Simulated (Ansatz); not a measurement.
Runs of Ansatz 0.2.0 on HfO2. The structure is cubic, space group Fm-3m (No. 225). The conventional cell has a = 5.115 Å, b = 5.115 Å, c = 5.115 Å, α = 90.00°, β = 90.00°, γ = 90.00°. Hf (site symmetry m-3m) is surrounded by 8 O at 2.21 Å. O (site symmetry -43m) is surrounded by 4 Hf at 2.21 Å. Measurements of this composition are mostly on another form, of space group No. 14.

```tsv
task	potentials or basis	spin	cell	k mesh	cutoff (eV)	gap on the mesh (eV)	pressure (GPa)
band structure	all-electron LAPW, relativistic spinors	SOC, no magnetisation	as given	7 × 7 × 7	343	3.77	-10.4
relaxation of cell and atoms	all-electron LAPW, scalar-relativistic	off	relaxed to 30 GPa	9 × 9 × 9	-	(b)	30.0
relaxation of cell and atoms	all-electron LAPW, scalar-relativistic	off	relaxed to 10 GPa	9 × 9 × 9	-	(a)	10.0
relaxation of cell and atoms	all-electron LAPW, scalar-relativistic	off	relaxed to 20 GPa	9 × 9 × 9	-	3.96	20.0
relaxation of cell and atoms	all-electron LAPW, scalar-relativistic	off	relaxed to 5 GPa	9 × 9 × 9	-	3.84	5.0
band structure	all-electron LAPW, scalar-relativistic	off	as given	7 × 7 × 7	343	3.77	-10.2
relaxation of cell and atoms	all-electron LAPW, scalar-relativistic	off	relaxed	9 × 9 × 9	-	3.80	0.0
```

Alike in all rows: level PBEsol; smearing fermi-dirac 0.05 eV; basis error allowed 0.002 eV/atom.

Task: Estimate the missing entries.

Result: (a) 3.88; (b) 4.02.

Caveats: spin-orbit coupling is left out, which moves the levels of the heavy elements (some runs); an odd mesh through Γ misses points on the zone boundary, where band edges often lie (some runs); the mesh misses the band edges, which the band path finds closer together (some runs).

A k mesh can miss the band edges, and rows without SOC leave out spin-orbit coupling on Hf.
